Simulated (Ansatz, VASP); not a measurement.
# Cross-check of SnO2 between VASP and Ansatz

One calculation is typed for both programs; each brings its own data sets. How far apart do they land? The structure shown is frame 50 of Ansatz's trajectory.

Main program and level: Ansatz 0.2.0; plane waves, with VASP 6.6.1 beside it; single point at PBE.

## 1. Starting point

The cell holds 96 atoms: 32 Sn and 64 O. Its edges and angles: a = 9.474 Å, b = 9.474 Å, c = 12.744 Å, α = 90.0°, β = 90.0°, γ = 90.0°. It derives from SnO2 (rutile), repeated 2×2×4. As first built, before any earlier steps moved the atoms (in the runner's words): rutile SnO2 (cell 4.737, 4.737, 3.186, 90, 90, 90), 2 x 2 x 4 conventional cells; ideal positions.

## 2. Ansatz: dynamics, PBE

Ansatz runs on its default PAW (the set named soft_2) files.

One frame of this run of dynamics is then solved in both programs, so the motion causes no difference.

input.yaml reads:

```yaml
crystal:
  lattice:
    - [9.474, 0.0, 0.0]
    - [0.0, 9.474, 0.0]
    - [0.0, 0.0, 12.744]
  atoms:
    - { symbol: Sn, position: [0.0, 0.0, 0.0] }
    - { symbol: Sn, position: [0.25, 0.25, 0.125] }
    - { symbol: O, position: [0.1535, 0.1535, 0.0] }
    - { symbol: O, position: [0.3465, 0.3465, 0.0] }
    - { symbol: O, position: [0.0965, 0.4035, 0.125] }
    - { symbol: O, position: [0.4035, 0.0965, 0.125] }
    - { symbol: Sn, position: [0.0, 0.0, 0.25] }
    - { symbol: Sn, position: [0.25, 0.25, 0.375] }
    - { symbol: O, position: [0.1535, 0.1535, 0.25] }
    - { symbol: O, position: [0.3465, 0.3465, 0.25] }
    - { symbol: O, position: [0.0965, 0.4035, 0.375] }
    - { symbol: O, position: [0.4035, 0.0965, 0.375] }
    - { symbol: Sn, position: [0.0, 0.0, 0.5] }
    - { symbol: Sn, position: [0.25, 0.25, 0.625] }
    - { symbol: O, position: [0.1535, 0.1535, 0.5] }
    - { symbol: O, position: [0.3465, 0.3465, 0.5] }
    - { symbol: O, position: [0.0965, 0.4035, 0.625] }
    - { symbol: O, position: [0.4035, 0.0965, 0.625] }
    - { symbol: Sn, position: [0.0, 0.0, 0.75] }
    - { symbol: Sn, position: [0.25, 0.25, 0.875] }
    - { symbol: O, position: [0.1535, 0.1535, 0.75] }
    - { symbol: O, position: [0.3465, 0.3465, 0.75] }
    - { symbol: O, position: [0.0965, 0.4035, 0.875] }
    - { symbol: O, position: [0.4035, 0.0965, 0.875] }
    - { symbol: Sn, position: [0.0, 0.5, 0.0] }
    - { symbol: Sn, position: [0.25, 0.75, 0.125] }
    - { symbol: O, position: [0.1535, 0.6535, 0.0] }
    - { symbol: O, position: [0.3465, 0.8465, 0.0] }
    - { symbol: O, position: [0.0965, 0.9035, 0.125] }
    - { symbol: O, position: [0.4035, 0.5965, 0.125] }
[... 60 atom lines left out ...]
    - { symbol: Sn, position: [0.5, 0.5, 0.75] }
    - { symbol: Sn, position: [0.75, 0.75, 0.875] }
    - { symbol: O, position: [0.6535, 0.6535, 0.75] }
    - { symbol: O, position: [0.8465, 0.8465, 0.75] }
    - { symbol: O, position: [0.5965, 0.9035, 0.875] }
    - { symbol: O, position: [0.9035, 0.5965, 0.875] }
kpoints:
  mp_grid: { grid: [1, 1, 1] }
hamiltonian:
  xc: pbe
scf:
  occupations: { method: fixed }
output:
  forces: true
  stress: true
md:
  timestep: 1.0
  n_steps: 150
  ensemble: nve
  temperature: 600
  initial_velocities: maxwell_boltzmann
  seed: 8427
```

The run is started by

```
> ansatz run input.yaml --threads 4 --pin off --max-ram 8192MiB --backend cpu --events-out ev --progress --plain --runs-dir out
```

Numbers of over 12 decimals in the logs are rounded to 6 here.

What it wrote:

```text
Warning: md: disabling space-group detection — thermal motion breaks the input geometry's symmetry, so no spatial operation reduces the k-mesh or symmetrises the density; time reversal is kept, so that k and −k are solved as one point where they differ and the mesh holds both, and exact exchange and, on two spinor components, a DFT+U term hold to it where the run has them: on two components no moment then forms, and  [...]
Warning: output.stress: scf.convergence.dr2_threshold = 9.6e-8 eV (the default of an md: trajectory) is looser than the 9.6e-9 eV advised for a printed stress (1e-10 eV for each atom of the cell: 96). What an SCF threshold leaves in a stress goes as its square root, and in the free energy as the threshold itself, and one threshold admits the most on a small cell: [figures from the program's tests cut] Set scf.converg [...]
Engine: ansatz 0.2.0, aarch64-unknown-linux-gnu
Pseudopotentials: kind: paw
Pseudopotential: Sn, paw, valence charge 14, recommended cutoff 420 eV (normal), Sn.paw.azcp
Pseudopotential: O, paw, valence charge 6, recommended cutoff 420 eV (normal), O.paw.azcp
Functional definition: PBE
  parameter kappa = 0.804
  parameter beta = 0.066725
  exchange = pbe_x(kappa = kappa, mu = beta*pi^2/3)
  correlation = pbe_c(beta = beta)
Crystal: 96 atoms, lattice volume = 1143.859 Å³
Basis set: ecut = 420 eV, 22419 PW (Γ), exchange–correlation on 128×128×180 points (8 copies of the dense FFT grid, shifted against one another)
Bands: 512, of which v1, the nominal top of the filled ones, is band 416 counted from 1 (415 counted from 0)
Symmetry: 1 space group operations
k-points: 1
Non-local potential: Sn, projectors of the file, l = 0: 2, l = 1: 2, l = 2: 2, l = 3: 2
Non-local potential: O, projectors of the file, l = 0: 2, l = 1: 2, l = 2: 1
PAW form: soft (Blöchl's): semilocal exchange-correlation on the pseudo side does not see the compensation charge
PAW one-centre angular grid: Sn, 590 points (default); XC on 64 Gauss nodes
PAW one-centre angular grid: O, 110 points (default); XC on 64 Gauss nodes
Initial density: superposition of atomic densities (neutral atoms: chi_scale 0, normalization atom), corrected by the library's trained network
Initial wavefunctions: pseudopotential atomic-orbital guess
Functional: x = pbe(κ = 0.804, μ = 0.219515), c = pbe(β = 0.066725)
SCF iter   1: F=—  HF=-229084.785377 eV  |F-HF|=—  |Δ(HF+E_count)|=         —  Δρ=1.14e-3  dr2=4.21e-3  ethr=1.77e-3  ⟨swp⟩=4.0  Hψ=1743  notcnv=0  defer=93
preconditioner: auto → Resta (q_TF=auto, 2.587 Å⁻¹)  ε∞=3.6  [insulator: Δε(μ)=1.287 eV  Ē_g=19.762 eV  n_scr=350 (ndim 8)  ℏωp=31.7 eV  f_vac=0.027  ε∞_Penn≈3.6]
SCF iter   2: F=—  HF=-229084.807537 eV  |F-HF|=—  |Δ(HF+E_count)|=   2.22e-2  Δρ=6.18e-4  dr2=1.66e-3  ethr=5.07e-7  ⟨swp⟩=3.0  Hψ=1015  notcnv=0  defer=93
SCF iter   3: F=—  HF=-229084.812715 eV  |F-HF|=—  |Δ(HF+E_count)|=   5.18e-3  Δρ=3.21e-4  dr2=9.39e-4  ethr=1.99e-7  ⟨swp⟩=2.0  Hψ=840  notcnv=0  defer=93
SCF iter   4: F=—  HF=-229084.812681 eV  |F-HF|=—  |Δ(HF+E_count)|=   3.46e-5  Δρ=9.01e-5  dr2=7.71e-5  ethr=1.13e-7  ⟨swp⟩=3.0  Hψ=671  notcnv=0  defer=93
SCF iter   5: F=—  HF=-229084.812717 eV  |F-HF|=—  |Δ(HF+E_count)|=   3.61e-5  Δρ=1.73e-5  dr2=2.13e-6  ethr=9.27e-9  ⟨swp⟩=2.0  Hψ=787  notcnv=0  defer=89
SCF iter   6: F=—  HF=-229084.812720 eV  |F-HF|=—  |Δ(HF+E_count)|=   3.41e-6  Δρ=1.51e-5  dr2=2.12e-6  ethr=2.56e-10  ⟨swp⟩=2.0  Hψ=679  notcnv=0  defer=89
SCF iter   7: F=—  HF=-229084.812720 eV  |F-HF|=—  |Δ(HF+E_count)|=   2.93e-7  Δρ=5.09e-6  dr2=2.51e-7  ethr=2.54e-10  ⟨swp⟩=2.0  Hψ=664  notcnv=0  defer=89
SCF iter   8: F=-229084.812720 eV  HF=-229084.812720 eV  |F-HF|=1.27e-8  |Δ(HF+E_count)|=   4.79e-8  Δρ=1.29e-6  dr2=1.79e-8  ethr=1.15e-11  ⟨swp⟩=4.0  Hψ=1527  notcnv=0
SCF 1 converged in 8 iterations: F = -229084.812720 eV  dr2 = 1.79e-8
  greatest PAW one-centre occupation: 0.996 electrons in one spin orbital (limit 2), on the Sn atom at site 12 (counted from 0), in its partial waves of l = 2
[...]
md step   144: t =   144.00 fs  T =   312.6 K  F+E_penalty+E_count = -229081.27611382 eV  E_kin = 3.838675 eV  conserved = -229077.43743884 eV  P_inst = 11.5010 GPa  (3 SCF iters)
md step   145: t =   145.00 fs  T =   307.2 K  F+E_penalty+E_count = -229081.20919026 eV  E_kin = 3.772087 eV  conserved = -229077.43710278 eV  P_inst = 11.5700 GPa  (2 SCF iters)
md step   146: t =   146.00 fs  T =   303.0 K  F+E_penalty+E_count = -229081.15733376 eV  E_kin = 3.720497 eV  conserved = -229077.43683678 eV  P_inst = 11.6343 GPa  (4 SCF iters)
md step   147: t =   147.00 fs  T =   300.3 K  F+E_penalty+E_count = -229081.12484039 eV  E_kin = 3.688181 eV  conserved = -229077.43665918 eV  P_inst = 11.6918 GPa  (2 SCF iters)
md step   148: t =   148.00 fs  T =   299.5 K  F+E_penalty+E_count = -229081.11458112 eV  E_kin = 3.677997 eV  conserved = -229077.43658377 eV  P_inst = 11.7411 GPa  (3 SCF iters)
md step   149: t =   149.00 fs  T =   300.6 K  F+E_penalty+E_count = -229081.12781277 eV  E_kin = 3.691198 eV  conserved = -229077.43661475 eV  P_inst = 11.7809 GPa  (2 SCF iters)
[...]
md step   150: t =   150.00 fs  T =   303.5 K  F+E_penalty+E_count = -229081.16410084 eV  E_kin = 3.727356 eV  conserved = -229077.43674506 eV  P_inst = 11.8108 GPa  (7 SCF iters)
SCF converged after 7 iterations
Free energy (F): -229081.164101 eV
Harris-Foulkes:  -229081.164101 eV  (|F-HF|=4.05e-8)
Internal energy: -229081.164101 eV  (E = F + TS)
E sigma→0 (E₀):  -229081.164101 eV
Fermi energy:    9.614430 eV
--- Per-component energies (eV) ---
  E_band       = -1818.533526
  E_kinetic    = 17366.230107
  E_local      = -45722.795139  (includes V_loc(G=0)·N_el)
  E_nonlocal   = 2160.072275
  E_hartree    = 23837.258863
  E_xc         = -16878.630047
  E_vxc        = -9024.182268  (∫ρ·V_xc dr)
  E_paw        = -142887.809973  (= ΣΔE_a)
  E_vpaw       = -14272.529833  (= ΣTr[D̂ρ^β])
  E_aug_tail   = 0.158427  (compensation charges beyond the density's cutoff)
  E_ewald      = -66955.648613
  E_smearing   = -0.000000  (= −TS)
  E_closure    = 0.000000  (closes the sum)
  Σ components = -229081.164101   (vs F -229081.164101, Δ=0.00e0)
--- Forces (eV/Å), atoms counted from 1 ---
  atom   1  Sn    -0.69466631     1.22312596     1.02453243
  atom   2  Sn    -0.55324528    -0.30218546     1.18845614
  atom   3  O      0.80981616     0.26427816     0.11924561
  atom   4  O     -0.29834845    -0.44752846     0.78353113
  atom   5  O      0.48711567    -0.39041708    -0.95699891
  atom   6  O      0.04926073    -0.36105787    -0.34417532
  atom   7  Sn    -0.61931593    -0.04142200    -0.61133820
  atom   8  Sn    -1.03397401    -1.65353568     1.11841747
  atom   9  O      0.56153551     0.07992869     0.35147738
  atom  10  O      0.39362102     0.69447729    -1.79544898
  atom  11  O     -0.98332411     1.10644473     0.28427706
  atom  12  O     -0.27399663     0.71545916     1.17945274
  atom  13  Sn     0.79378888     1.04213912    -1.43932579
  atom  14  Sn    -1.78410135    -1.30480307     0.40497878
  atom  15  O     -0.07597135     0.27346693    -0.01855642
  atom  16  O      1.43225057     2.15569333    -1.51520214
  atom  17  O      0.71626893    -0.62383677    -1.05329646
  atom  18  O      1.05681828    -1.13689165    -0.23976798
  atom  19  Sn     0.20235579     1.13641308    -0.48507114
  atom  20  Sn    -1.61847666    -0.96250440    -1.22430811
  atom  21  O      0.18030670     0.74043926     0.67458433
  atom  22  O      1.36366816     0.78511631     0.43999650
  atom  23  O      0.32042224    -0.52325950    -0.03693383
  atom  24  O     -0.55608379    -0.00631227    -0.64790625
[...]
atom  89  O     -0.01119239     0.07289819    -0.03578015
  atom  90  O      0.70623806    -0.68797111    -0.22722871
  atom  91  Sn    -0.89556990     0.79488454    -0.30358068
  atom  92  Sn     0.33820097     0.30312089    -0.79666766
  atom  93  O     -0.48574636     0.31473132     0.96512186
  atom  94  O     -0.22578104     0.27530601     0.97790577
  atom  95  O      0.88932154    -0.97329743    -0.09194063
  atom  96  O      0.38229064    -0.35485947     0.39057489
  max |Σ_I F_I| component: 5.36e-5 eV/Å
--- Stress (GPa, compression-positive) ---
       10.731658       0.104022      -0.194472
        0.104022      10.393702      -0.038475
       -0.194472      -0.038475      13.251964
  P = ⅓ Tr σ = 11.4591 GPa (114.591 kbar)
--- MD trajectory: 150 steps, t = 0.0 → 150.0 fs ---
  final state: T = 303.5 K   F+E_penalty+E_count = -229081.16410084 eV   E_kin = 3.727356 eV
  conserved energy: peak-to-peak 1.176e-2 eV (1.225e-4 eV/atom) over 150.0 fs
```

In the SCF lines HF is the Harris–Foulkes energy and dr2 the Hartree energy of the density residual, in eV; the loop may stop once dr2 is under the threshold and the program's other checks hold. Hψ counts applications of the Hamiltonian.

## 3. VASP: single point, PBE

The same cell, functional and mesh now go to VASP, with its own data sets.

Lines of VASP's logs that name or quote its potential files are left out, and so is its time.

INCAR reads:

```
SYSTEM = SnO2
PREC = Accurate
ENCUT = 520
EDIFF = 1E-06
NELM = 120
ISMEAR = 0
SIGMA = 0.01
LREAL = Auto
ALGO = Normal
GGA = PE
NBANDS = 488
LORBIT = 11
LWAVE = .FALSE.
LCHARG = .FALSE.
ISIF = 2
LASPH = .TRUE.
GGA_COMPAT = .FALSE.
EFERMI = MIDGAP
NCORE = 2
```

POSCAR reads:

```
SnO2
1.0
    9.4740000000      0.0000000000      0.0000000000
    0.0000000000      9.4740000000      0.0000000000
    0.0000000000      0.0000000000     12.7440000000
Sn O
32 64
Direct
    0.0062275702      0.9980578425      0.9969475832
    0.2519843783      0.2427907959      0.1295747018
    0.9940151995      0.0057631412      0.2460608914
    0.2512771796      0.2611462951      0.3751020088
    0.0114629512      0.0024382521      0.4969161959
    0.2571669833      0.2639750897      0.6241054614
    0.0032826684      0.0080325100      0.7433145009
    0.2509710787      0.2522588136      0.8758709981
    0.9939940891      0.4994089086      0.9975125549
    0.2589508128      0.7586763775      0.1214061519
    0.0037365421      0.5035676589      0.2509023854
    0.2457779185      0.7456512561      0.3752040176
    0.0045281824      0.4927696855      0.5003374137
    0.2380937302      0.7376081908      0.6319679849
    0.9831644501      0.4943213004      0.7487445072
    0.2497361199      0.7508127507      0.8777071563
    0.5054359299      0.9991450285      0.9960373509
    0.7474984167      0.2557736964      0.1275423729
    0.5016043910      0.0044226304      0.2508631513
    0.7494089086      0.2324889170      0.3768440050
    0.4932763352      0.9894025755      0.4968455744
    0.7453451552      0.2463373443      0.6257219083
    0.4950179438      0.9916613891      0.7436362210
    0.7452501583      0.2391598058      0.8786095417
    0.4949651678      0.4874393076      0.0022520402
    0.7518999367      0.7508233059      0.1248038293
    0.5023538104      0.5050242770      0.2562303829
    0.7583280557      0.7536943213      0.3771186441
    0.5041587503      0.5050453874      0.5018440050
    0.7540637534      0.7537998733      0.6219318895
[... 60 atom lines left out ...]
    0.5930968968      0.9012771796      0.6197347772
    0.8982267258      0.5972978678      0.6228892028
    0.6601963268      0.6513616213      0.7497253610
    0.8441313067      0.8575153050      0.7453075957
    0.6060586869      0.9246358455      0.8733835530
    0.9096896770      0.6080852860      0.8773854363
```

KPOINTS reads:

```
Automatic mesh
0
Gamma
1 1 1
0 0 0
```

PAW data sets: Sn_d and O (PBE family, release 64).

The run is started by

```
> mpirun -np 8 vasp_gam
```

What it wrote:

```text
[banner, memory and clock lines left out]
running    8 mpi-ranks, on    1 nodes
[...]
LDA part: xc-table for (Slater+PW92), standard interpolation
 POSCAR, INCAR and KPOINTS ok, starting setup
[...]
entering main loop
       N       E                     dE             d eps       ncg     rms          rms(c)
DAV:   1     0.255137561699E+05    0.25514E+05   -0.30547E+05   984   0.316E+03
DAV:   2     0.623436685940E+04   -0.19279E+05   -0.18485E+05   976   0.981E+02
DAV:   3     0.241079496706E+03   -0.59933E+04   -0.56123E+04  1104   0.394E+02
DAV:   4    -0.639765803490E+03   -0.88085E+03   -0.85835E+03  1120   0.166E+02
[...]
DAV:  15    -0.589944389710E+03   -0.18277E-05   -0.23547E-05  1352   0.208E-02    0.711E-03
DAV:  16    -0.589944389722E+03   -0.11321E-07   -0.17752E-05  1048   0.127E-02    0.480E-03
DAV:  17    -0.589944389400E+03    0.32154E-06   -0.66547E-07   584   0.536E-03
   1 F= -.58994439E+03 E0= -.58994439E+03  d E =0.000000E+00
```

Parts of OUTCAR (step 3):

```text
  FREE ENERGIE OF THE ION-ELECTRON SYSTEM (eV)
  ---------------------------------------------------
  free  energy   TOTEN  =      -589.9443894002 eV

  energy  without entropy=     -589.9443894002  energy(sigma->0) =     -589.94438940
```

The run ends at a pressure of 12.33 GPa, with forces up to 2.6 eV/Å.

## 4. Side by side

Known differences besides the potentials themselves: fixed occupations in Ansatz, narrow Gaussian smearing in VASP; the cutoff is 420 eV in Ansatz and 520 eV in VASP (PREC = Accurate, projectors in real space). Total energies have different zeros and are not compared.

Forces on 10 of the 96 atoms, those with the largest forces and the largest differences (eV/Å; atoms numbered as in POSCAR):

```
atom         Ansatz x, y, z           VASP x, y, z
 Sn2  -1.138, 0.018, -1.783  -1.153, 0.018, -1.814
 Sn4  0.502, -2.275, -0.817  0.500, -2.300, -0.829
Sn20   -0.259, 2.201, 0.368   -0.250, 2.234, 0.374
 O38    0.993, 0.733, 2.209    1.015, 0.763, 2.222
 O42    1.379, 0.865, 1.504    1.400, 0.894, 1.520
 O49  -1.009, -0.890, 0.438  -1.047, -0.925, 0.447
 O60  -1.589, 1.289, -1.249  -1.618, 1.318, -1.260
 O70    0.590, 0.352, 0.520    0.611, 0.385, 0.544
 O73  -0.634, -0.368, 0.076  -0.668, -0.401, 0.077
 O95  1.028, -1.515, -0.969  1.058, -1.535, -0.988
```

The forces differ by 15 meV/Å r.m.s., which is 2.1 % of the r.m.s. force of 0.730 eV/Å (both taken over all components).

## 5. Outcome

- r.m.s. force difference (single point, PBE): 2.1 % of the r.m.s. force

**Reading.** The r.m.s. force difference is 2.1 % of the r.m.s. force (single point, PBE), within the 3 % picked in this series as the mark of a large difference. 2 further runs of this series are not shown here. Such differences can come from data sets, numerical settings and the points named under the comparisons, not from the functional's error against experiment.

[Lines on the potential files, build, host, timing and source positions are cut from VASP's logs without a mark.]

[Logs are printed without paths, hosts, clocks, repeated set-up lines and the standing remarks that a program may print on its own settings, such as how far it seeks lower states.]

[Hosts, paths, dates, database ids (printed as entryN), source tags and the programs' standing remarks are cut or masked in the printed files.]
